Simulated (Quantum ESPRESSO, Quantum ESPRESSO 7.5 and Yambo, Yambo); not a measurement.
# How the form of the self-energy moves the gap of GaAs (F-43m)

How much does the gap of GaAs (F-43m) depend on the approximation to the self-energy?

Method: PBE and many-body steps on it, plane waves, in Quantum ESPRESSO 7.5 and Yambo 5.3.0.

**What was measured.**

- Gap 1.51 eV: band-edge emission energy from PL (direct gap at Gamma); photoluminescence, 633 nm excitation; 77 K; bulk crystal (MBE GaAs matrix around a thin InAs wetting layer on semi-insulating GaAs (100)) (“Photoluminescence of InAs/GaAs quantum dots under direct two-photon excitation”, 2020, pmc:7331710).

- Gap 1.418 ± 0.005 eV: direct gap E0 at Gamma from PR; modulated photoreflectance, low-field lineshape fit; 300 K; bulk crystal (semi-insulating GaAs(001) reference substrate) (“Evidence of valence band perturbations in GaAsN/GaAs(001): A combined variable-angle spectroscopic ellipsometry and modulated photoreflectance investigation”, 2008, arxiv:0805.2212).

- Gap 1.42 eV: fundamental direct gap E0 at Gamma, seen as sharp points in Psi and Delta; spectroscopic ellipsometry; 300 K; bulk crystal (semi-insulating GaAs (100) substrate) (“Ellipsometric study of the Electronic Structure of GaMnAs and LT-GaAs”, 2004, arxiv:cond-mat/0404304).

- Gap 1.412 ± 0.01 eV: direct gap E0 at Gamma from ellipsometry; variable-angle spectroscopic ellipsometry, parametric critical-point fit; 300 K; bulk crystal (semi-insulating GaAs(001) reference substrate with native oxide) (“Evidence of valence band perturbations in GaAsN/GaAs(001): A combined variable-angle spectroscopic ellipsometry and modulated photoreflectance investigation”, 2008, arxiv:0805.2212).

## (1) The starting structure

The structure is cubic, space group F-43m (No. 216). Conventional cell: a = 5.654 Å, b = 5.654 Å, c = 5.654 Å, α = 90.00°, β = 90.00°, γ = 90.00°. Ga has 4 As at 2.45 Å nearest. As has 4 Ga at 2.45 Å nearest. Farther neighbours are not listed.

The cell and positions come from the Crystallography Open Database and are kept as given unless a step says otherwise.

## (2) Empty states on the mesh, 4×4×4 mesh, 304 bands

This step: Quantum ESPRESSO 7.5; DFT, PBE, plane waves, norm-conserving pseudopotentials.

The sums over transitions need many empty states on a uniform mesh; this step solves for them.

The input, pw.in:

```
&control
  calculation = 'nscf'
  prefix = 'x'
  outdir = 'o'
  pseudo_dir = 'pseudo'
/
&system
  ibrav = 0
  nat = 2
  ntyp = 2
  ecutwfc = 76.0
  nbnd = 304
  force_symmorphic = .true.
/
&electrons
  conv_thr = 1e-9
  electron_maxstep = 80
  diago_full_acc = .true.
  diago_thr_init = 5e-6
/
ATOMIC_SPECIES
  Ga 69.723 Ga.upf
  As 74.922 As.upf
CELL_PARAMETERS angstrom
  0.0000000000 2.8268500000 2.8268500000
  2.8268500000 0.0000000000 2.8268500000
  2.8268500000 2.8268500000 0.0000000000
ATOMIC_POSITIONS crystal
  Ga 0.0000000000 0.0000000000 0.0000000000
  As 0.2500000000 0.2500000000 0.2500000000
K_POINTS automatic
  4 4 4 0 0 0
```

Run with:

```
OMP_NUM_THREADS=1 mpirun -n 4 pw.x -nk 4 -in pw.in > pw.out
```

The program printed:

```text
Program PWSCF v.7.5 starts

     This program is part of the open-source Quantum ESPRESSO suite
     for quantum simulation of materials; please cite
         "P. Giannozzi et al., J. Phys.:Condens. Matter 21 395502 (2009);
         "P. Giannozzi et al., J. Phys.:Condens. Matter 29 465901 (2017);
         "P. Giannozzi et al., J. Chem. Phys. 152 154105 (2020);
     in publications or presentations arising from this work. More details at

     Atomic positions and unit cell read from directory:
     o/x.save/

     Message from routine setup:
[...]
k =-0.3536-0.3536 0.3536 (  3426 PWs)   bands (ev):

[...]
[... 26 further rows ...]
   195.0280 195.9973 195.9973 196.6181 196.6181 196.6705 197.6055 197.6055
   197.8894 198.1610 198.1715 199.5231 199.5231 200.2122 200.5082 200.5082

          k = 0.3536 0.0000 0.0000 (  3399 PWs)   bands (ev):

     [... further k-points ...]

     highest occupied, lowest unoccupied level (ev):     8.8080    9.3217

     XML data file, pseudopotentials, collected wavefunctions

=------------------------------------------------------------------------------=
   JOB DONE.
=------------------------------------------------------------------------------=
```

Elapsed: 46 s, on 4 MPI ranks of Arm Neoverse N1, shared host; peak memory 0.58 GiB; 3 min of CPU time.

Numbers from this step:

```
gap                                                           : 0.5137 eV
k of the valence top                                          : 0, 0, 0
k of the conduction bottom                                    : 0, 0, 0
least direct gap                                              : 0.5137 eV
k points computed                                             : 8
lowest point of the top converged band, above the valence top : 187.3011 eV
```

On this mesh the gap is 0.514 eV.

The density comes from a self-consistent run that is not shown.

## (3) Conversion and set-up

This step: Yambo 5.3.0; conversion and set-up on PBE, plane waves, norm-conserving pseudopotentials.

The states are converted to the many-body program's format and the q mesh is built.

Run with:

```
(cd o/x.save; p2y > p2y.log; mv SAVE ../..); yambo > setup.log
```

The program printed:

```text
 Yambo, version 5.3.0

 [02] CORE Variables Setup
 =========================

  [02.01] Unit cells
  ==================

  Cell kind             :  FCC
  Atoms in the cell     :  Ga  As
  number of Ga atoms    :  1
  number of As atoms    :  1

  List of atomic masses
  Mass of Ga    :  69.72300
  Mass of As    :  74.92200

  List of atomic coordinates    : [cc]
  Ga1       :  0.000000  0.000000  0.000000  order 1
  As1       :  2.670986  2.670986  2.670986  order 2

  Alat factors          :  5.341972  5.341972  5.341972 [a.u.]
  Direct lattice volume :  304.8842 [a.u.]
[...]
==========================================

 IBZ Q-points                                      :   8
 BZ  Q-points                                      :   64

 K/Q-points units:
 rlu = crystal or reduced units; cc = cartesian coordinates; iku = interal k-units

 Q [1]          [rlu]:  0.000000  0.000000  0.000000
 Q [2]          [rlu]: -0.91587E-18 -0.91587E-18  0.25000
 Q [3]          [rlu]:  0.18317E-17  0.18317E-17 -0.50000
[...]
Q [7]          [rlu]:  0.52231E-17 -0.50000     -0.50000
 Q [8]          [rlu]:  0.250000 -0.500000 -0.250000

  [03.01] X indexes
  =================

   [03.01.01] Sigma indexes
   ========================

 [06] Game Over & Game summary
```

Elapsed: 3.4 s, on 1 MPI rank; peak memory 0.25 GiB.

## (4) G0W0, Godby-Needs plasmon pole

Now the one-shot GW correction: screening in the RPA, then the self-energy of the levels asked for.

This step: G0W0 on PBE, plane waves, norm-conserving pseudopotentials.

The input, gw2.in:

```
HF_and_locXC
gw0
dyson
ppa
em1d
rim_cut
RandQpts= 1000000
RandGvec= 1 RL
EXXRLvcs= 76 Ry
VXCRLvcs= 304 Ry
Chimod= "HARTREE"
% BndsRnXp
 1 | 132 |
%
NGsBlkXp= 10.5 Ry
% LongDrXp
 1 | 1 | 1 |
%
% GbndRnge
 1 | 132 |
%
DysSolver= "n"
ExtendOut
PPAPntXp= 27.21138 eV
% QPkrange
 1 | 1 | 13 | 16 |
%
```

Run with:

```
OMP_NUM_THREADS=1 mpirun -n 4 yambo -F gw2.in -J gw2 -C gw2 > gw2.log
```

The program printed:

```text
 Yambo, version 5.3.0

 [02] CORE Variables Setup
 =========================

  [... cell, symmetries and grids as in the set-up ...]

  [02.05] Energies & Occupations
  ==============================

  [X] === General ===
  [X] Electronic Temperature                        :  0.000000  0.000000 [eV K]
  [X] Bosonic    Temperature                        :  0.000000  0.000000 [eV K]
  [X] Finite Temperature mode                       : no
  [X] El. density                                   :  0.61975E+24 [cm-3]
  [X] Fermi Level                                   :  8.808015 [eV]

  [X] === Gaps and Widths ===
  [X] Conduction Band Min                           :  0.513686 [eV]
  [X] Valence Band Max                              :  0.000000 [eV]
  [X] Filled Bands                                  :  14
  [X] Empty Bands                                   :   15  304
  [X] Direct Gap                                    :  0.513686 [eV]
  [X] Direct Gap localized at k                     :  1
  [X] Indirect Gap                                  :  0.513686 [eV]
  [X] Indirect Gap between kpts                     :  1  1
  [X] Last valence band width                       :  3.339526 [eV]
  [X] 1st conduction band width                     :  4.109682 [eV]

 [03] Transferred momenta grid and indexing
 ==========================================

 IBZ Q-points                                      :   8
 BZ  Q-points                                      :   64

 K/Q-points units:
 rlu = crystal or reduced units; cc = cartesian coordinates; iku = interal k-units

 Q [1]          [rlu]:  0.000000  0.000000  0.000000
 Q [2]          [rlu]: -0.91587E-18 -0.91587E-18  0.25000
 Q [3]          [rlu]:  0.18317E-17  0.18317E-17 -0.50000
 Q [4]          [rlu]: -0.26116E-17  0.25000      0.25000
 Q [5]          [rlu]:  0.71282E-16  0.25000      0.50000
 Q [6]          [rlu]:  0.18317E-17  0.25000     -0.25000
 Q [7]          [rlu]:  0.52231E-17 -0.50000     -0.50000
 Q [8]          [rlu]:  0.250000 -0.500000 -0.250000

 [04] Coloumb potential Random Integration (RIM)
 ===============================================

  [04.01] RIM initialization
  ==========================

  * Diagonal components only detected *

  8 x (sBL volume)        :  0.101699 [a.u.]
  sBZ random points       :  1000000
  Points outside the sBZ  :   7987327
  RL volume               :  0.813588 [a.u.]
  Integrated volume       :  0.814879 [a.u.]

  [04.02] RIM integrals
  =====================

  Gamma point sphere radius             :  0.084669 [a.u.]
  Points outside the sphere             :   799513
  [Int_sBZ(q=0) 1/q^2]*(Vol_sBZ)^(-1/3) =:  7.764325
                                 should be <:  7.795600

  Summary of Coulomb integrals for non-metallic bands |Q|[au] RIM/Bare

  Q [1] 0.100000E-4 0.995988 * Q [2] 0.254653 1.066317
  Q [4] 0.294048 1.065091 * Q [6] 0.415847 1.027759
  Q [5] 0.487623 1.020584 * Q [3] 0.509306 1.018268
  Q [7] 0.588096 1.014689 * Q [8] 0.657511 1.011648

 [WARNING] [Xp] User bands 1-132 break level degeneracy

 [05] Dipoles
 ============

  [05.01] Setup: observables and procedures
  =========================================

 [06] Dynamic Dielectric Matrix (PPA)
 ====================================

 [WR./gw2//ndb.pp]---------------------------------------------------------------
  Brillouin Zone Q/K grids (IBZ/BZ)                :    8   64    8   64
  RL vectors                                       :   4279 [WF]
  Coulomb cutoff potential                         : none
  Electronic Temperature                           :  0.000000 [K]
  Bosonic    Temperature                           :  0.000000 [K]
  PPA    diel. fun.  energies                      : Perdew, Burke & Ernzerhof(X)+Perdew, Burke & Ernzerhof(C)
  wavefunctions                                    : Perdew, Burke & Ernzerhof(X)+Perdew, Burke & Ernzerhof(C)
  Global Gauge                                     : length
  X matrix size                                    :  181
  X band range                                     :    1  132
  X e/h energy range                               : -1.000000 -1.000000 [eV]
  X Time ordering                                  : R
  X Hxc Kernel                                     : HARTREE
  X Drude frequency                                :  0.000000  0.000000
  X poles                                          :  100.0000 [o/o]
  RL vectors in the sum                            :   4279
  [r,Vnl] included                                 : yes
  Field direction                                  :  0.577350E-5  0.577350E-5  0.577350E-5
  BZ energy Double Grid                            : no
  BZ energy DbGd points                            : 0
  BZ Q point size factor                           : -1.000000
  X Optical Averaged directions                    : none

 [07] Local Exchange-Correlation + Non-Local Fock
 ================================================

 [VXC] Plane waves :  27317
 [EXS] Plane waves :   3527

 QP @ state[ 1 ] K range:  1  1
 QP @ state[ 1 ] b range:  13  16

 [xc] Functional : Perdew, Burke & Ernzerhof(X)+Perdew, Burke & Ernzerhof(C)
 [xc] LIBXC used to calculate xc functional
  PP Number of Atomic Species                      :  2
  NLCC RL compoments                               :  27317
  PP Number of Atomic Species                      :  2
  NLCC RL compoments                               :  27317

 [xc] E_xc :  -20.08671 [Ha]
      E_xc :  -40.17342 [Ry]

  Local XC kind (lXC) : Perdew, Burke & Ernzerhof(X)+Perdew, Burke & Ernzerhof(C)
  Non-Local XC kind (nlXC) : Hartree-Fock

  Corrections @ K [1] :  [eV]
 <13|nlXC|13> = -15.66126 -0.61454E-18 <13|lXC|13> = -13.35835 -0.42175E-20
 <14|nlXC|14> = -15.66128 -0.20629E-17 <14|lXC|14> = -13.35835 -0.18881E-15
 <15|nlXC|15> = -10.38568  0.62889E-17 <15|lXC|15> = -13.90073  0.20772E-20
 <16|nlXC|16> = -6.912179  0.36225E-17 <16|lXC|16> = -10.84098  0.14161E-15

 [08] Dyson equation: Newton solver
 ==================================

  [08.01] G0W0 (W PPA)
  ====================

  [  GW  ] Bands range     :    1  132
  [GW/PPA] G damping       :  0.100000 [eV]

  QP @ state[ 1 ] K range:  1  1
  QP @ state[ 1 ] b range:  13  16

   Sc/G bands                                       :    1  132
   Sc/G damping                                     :  0.100000 ev
   Sc bands terminator                              : no
   Sx RL components                                 :   3527

   QP @ state[ 1 ] K range                          :  1  1
   QP @ state[ 1 ] b range                          :  13  16
   GF energies kind                                 : Perdew, Burke & Ernzerhof(X)+Perdew, Burke & Ernzerhof(C)
   GF WF`s kind                                     : Perdew, Burke & Ernzerhof(X)+Perdew, Burke & Ernzerhof(C)
   Xs energies kind                                 : Perdew, Burke & Ernzerhof(X)+Perdew, Burke & Ernzerhof(C)
   Xs WF`s kind                                     : Perdew, Burke & Ernzerhof(X)+Perdew, Burke & Ernzerhof(C)

 [11] Game Over & Game summary
```

Run time: 2 min. Hardware: 4 MPI ranks; peak memory 1.6 GiB; 8.1 min of CPU time.

This step gave:

```yaml
g0w0_gap_on_the_points_computed: 1.119 eV
starting_gap_on_the_mesh: 0.5137 eV
k_of_the_valence_top: 0, 0, 0
k_of_the_conduction_bottom: 0, 0, 0
least_direct_g0w0_gap_on_the_computed_points: 1.119 eV
z_at_the_valence_top: 0.7969
z_at_the_conduction_bottom: 0.7970
```

The gap on the mesh goes from 0.51 eV to 1.12 eV, a correction of +0.60 eV.

(Part 1 of 2 ends here.)

[Paths, hosts, dates, memory and timing lines, banners, echoed tables and standing remarks are left out of the program output.]

[Logs are printed without paths, hosts, clocks, repeated set-up lines and the standing remarks that a program may print on its own settings, such as how far it seeks lower states.]

[Runs of the session that timed out or met a known fault of the program may be left out.]

[Hosts, paths, dates, database ids (printed as entryN), source tags and the programs' standing remarks are cut or masked in the printed files.]
